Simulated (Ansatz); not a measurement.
# NiO: the cost of one run

Program: Ansatz 0.2.0. Level of theory: DFT PBE without U, plane waves, PAW. These are calculated values, not measurements.

### 1 The structure to begin with

Symmetry: F-43m, No. 216, cubic system. The conventional cell has a = 4.567 Å, b = 4.567 Å, c = 4.567 Å, α = 90.00°, β = 90.00°, γ = 90.00°. Around Ni (site symmetry -43m) lie 4 O at 1.98 Å. O (site symmetry -43m) is surrounded by 4 Ni at 1.98 Å.

Structure file:

```xyz
2
Lattice="0.0000 2.2835 2.2835 2.2835 0.0000 2.2835 2.2835 2.2835 0.0000" Properties=species:S:1:pos:R:3 pbc="T T T"
Ni    0.0000    0.0000    0.0000
O     1.1418    1.1418    1.1418
```

Magnetic order typed: ferromagnetic.

An earlier series on this cell reached its lowest free state from «random orbitals: drawn by pairs, first filling», perhaps among other starts.

### 2 Random orbitals: single harmonics, second filling

Contents of input.yaml:

```yaml
crystal:
  lattice:
    - [0.0, 2.28354846, 2.28354846]
    - [2.28354846, 0.0, 2.28354846]
    - [2.28354846, 2.28354846, 0.0]
  atoms:
    - { symbol: Ni, position: [0.0, 0.0, 0.0], spin: 0.3 }
    - { symbol: O, position: [0.25, 0.25, 0.25] }
basis:
  ecutwfc: 420
  ecutrho_ratio: 4
kpoints:
  mp_grid: { grid: [7, 7, 7] }
hamiltonian:
  xc: pbe
  hubbard:
    sites:
      - { site: 0, l: d, u_eff: 0.0, starting_ns: [{ spin: up, occupation_matrix: s0up }, { spin: down, occupation_matrix: s0down }] }
    occupation_matrices:
      s0up:
        matrix:
          - [0.97, 0.0, 0.0, 0.0, 0.0]
          - [0.0, 0.97, 0.0, 0.0, 0.0]
          - [0.0, 0.0, 0.97, 0.0, 0.0]
          - [0.0, 0.0, 0.0, 0.02, 0.0]
          - [0.0, 0.0, 0.0, 0.0, 0.97]
      s0down:
        matrix:
          - [0.97, 0.0, 0.0, 0.0, 0.0]
          - [0.0, 0.97, 0.0, 0.0, 0.0]
          - [0.0, 0.0, 0.97, 0.0, 0.0]
          - [0.0, 0.0, 0.0, 0.02, 0.0]
          - [0.0, 0.0, 0.0, 0.0, 0.97]
    ns_hold: { iters: 12 }
scf:
  occupations: { method: gaussian, width: 0.05 }
  lower_state_search: "off"
  max_iter: 150
output:
  forces: true
  stress: true
  eigenvalues: true
  populations: true
  hubbard: { sites: [{ site: 0, l: d }] }
magnetization:
  spin_polarized: true
```

The typed matrices put 0.97 on the chosen orbitals and 0.02 on the others, and are held for 12 cycles.

The run is started by

```sh
ansatz run input.yaml --threads 2 --pin off --max-ram 3072MiB --backend cpu --events-out ev --progress --plain --runs-dir out
```

What time and memory should one allow on 2 threads of Arm Neoverse N1, shared host?

About 20 s, with a peak of 0.34 GiB.
